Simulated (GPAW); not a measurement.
Input of a GPAW 26.7.0 run:

Contents of run.py:

```python
import numpy as np
from ase import Atoms
from ase.dft.bandgap import bandgap
from ase.io import write
from gpaw import GPAW, PW
from gpaw.response.df import DielectricFunction

atoms = Atoms(['Nb'],
              cell=[[-1.66395, 1.66395, 1.66395],
                    [1.66395, -1.66395, 1.66395],
                    [1.66395, 1.66395, -1.66395]],
              scaled_positions=[[0.0, 0.0, 0.0]],
              pbc=True)

calc = GPAW(mode=PW(450),
            xc='MGGA_X_R2SCAN+MGGA_C_R2SCAN',
            kpts={'size': (9, 9, 9), 'gamma': True},
            occupations={'name': 'fermi-dirac', 'width': 0.05},
            nbands=15,
            convergence={'density': 1e-06},
            maxiter=150,
            txt='gpaw.txt')
atoms.calc = calc
energy = atoms.get_potential_energy()
calc.write('gs.gpw')
write('result.traj', atoms)
print(f'Energy: {energy:.6f} eV')
print('Fermi level:', round(calc.get_fermi_level(), 4), 'eV')
print(f'Gap: {bandgap(calc)[0]:.4f} eV, direct: {bandgap(calc, direct=True)[0]:.4f} eV')

dense = calc.fixed_density(kpts={'size': (14, 14, 14), 'gamma': True},
                           nbands=23, convergence={'bands': 17, 'eigenstates': 1e-7},
                           update_fermi_level=True, txt='dense.txt')
dense.write('dense.gpw', mode='all')

df = DielectricFunction('dense.gpw', frequencies=np.array([0.0]), hilbert=False, eta=0.001,
                        ecut=60, nbands=17, txt='df.txt')
for q_c in [[0.0714285714, 0.0714285714, 0.0714285714], [0.1428571429, 0.1428571429, 0.1428571429], [0.2142857143, 0.2142857143, 0.2142857143], [0.2857142857, 0.2857142857, 0.2857142857], [0.5, 0.5, 0.5], [0.7142857143, 0.7142857143, 0.7142857143], [0.9285714286, 0.9285714286, 0.9285714286], [0.0714285714, 0.0714285714, 0.0], [0.1428571429, 0.1428571429, 0.0], [0.2142857143, 0.2142857143, 0.0], [0.2857142857, 0.2857142857, 0.0], [0.5, 0.5, 0.0], [0.7142857143, 0.7142857143, 0.0], [0.9285714286, 0.9285714286, 0.0]]:
    e0, e = df.get_dielectric_function(xc='RPA', q_c=q_c, filename=None)
    q = np.linalg.norm(2 * np.pi * np.array(q_c) @ atoms.cell.reciprocal())
    print(q_c, f'|q| = {q:.4f} 1/A: eps {e0[0].real:.4f} without, {e[0].real:.4f} with local fields')
```

Potentials or basis: GPAW PAW data sets (gpaw-data 1.2.1), pw.

Run with:

```bash
$ OMP_NUM_THREADS=1 python run.py
```

Question: Predict the band gap on the k mesh.

Answer: None (metal or under the smearing width).

Caveat: response on these states lacks terms of the Hamiltonian.
